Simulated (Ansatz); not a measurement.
# SiNi: the order of phases at one pressure

Aim: bring SiNi in several structures (rocksalt, CsCl, WC, NiAs, zincblende) to one pressure and rank them by enthalpy. The pressure is set by scaling the first phase. Methods of the runs shown: LAPW. Companion runs by PAW are cited.

Method: DFT, PBE, all-electron LAPW, scalar-relativistic, in Ansatz 0.2.0.

## 1. The structure to begin with

The structure is cubic, space group Fm-3m (No. 225). The conventional cell has a = 4.211 Å, b = 4.211 Å, c = 4.211 Å, α = 90.00°, β = 90.00°, γ = 90.00°. Around Ni (site symmetry m-3m) lie 6 Si at 2.11 Å. Si (site symmetry m-3m) has 6 Ni at 2.11 Å as nearest neighbours.

As a file:

```xyz
2
Lattice="0.0000 2.1053 2.1053 2.1053 0.0000 2.1053 2.1053 2.1053 0.0000" Properties=species:S:1:pos:R:3 pbc="T T T"
Ni    0.0000    0.0000    0.0000
Si    2.1053    2.1053    2.1053
```

Atoms are numbered in the order of the input: Ni1, Si2.

## 2. Rocksalt relaxed under pressure, LAPW

input.yaml

```yaml
crystal:
  lattice:
    - [0.0, 2.1052999956, 2.1052999956]
    - [2.1052999956, 0.0, 2.1052999956]
    - [2.1052999956, 2.1052999956, 0.0]
  atoms:
    - { symbol: Ni, position: [0.0, 0.0, 0.0] }
    - { symbol: Si, position: [0.5, 0.5, 0.5] }
kpoints:
  mp_grid: { grid: [16, 16, 16] }
scf:
  occupations: { method: fermi_dirac, width: 0.08 }
hamiltonian:
  xc: pbe
  pseudopotentials: { kind: all_electron, lapw: { basis_error: 0.0005 } }
output:
  forces: true
  stress: true
  eigenvalues: true
relax:
  f_tol: 0.005
  max_steps: 12
  cell: { p_target: 110.0, stress_tol: 0.055 }
```

Command:

```bash
$ ansatz run input.yaml --threads 1 --pin off --max-ram 3584MiB --backend cpu --events-out ev --progress --plain --runs-dir out
```

The runs that follow: CsCl relaxed under pressure, LAPW; WC relaxed under pressure, LAPW; NiAs at the cell that PAW relaxed, LAPW; Zincblende relaxed under pressure, LAPW.

Q: Predict the outcome of this session. Wanted: pressure; lowest (for each run or level that gives them).

The runs gave:

```
     quantity                         value
     pressure                       110 GPa
lowest (LAPW)  CsCl, 93.2 meV/atom under WC
 lowest (PAW)  CsCl, 94.0 meV/atom under WC
```

**Reading.** By LAPW the order is CsCl < WC < NiAs < rocksalt < zincblende. By PAW the order is CsCl < WC < NiAs < rocksalt < zincblende. The methods agree on the lowest phase. Only these structures were tried, with electrons smeared by 0.08 eV and without vibrations, so the true ground state may be another. The k meshes differ between phases and weren't tested, which can move differences by some meV. Spin polarisation is left out here, though a magnetic state may lie well lower.
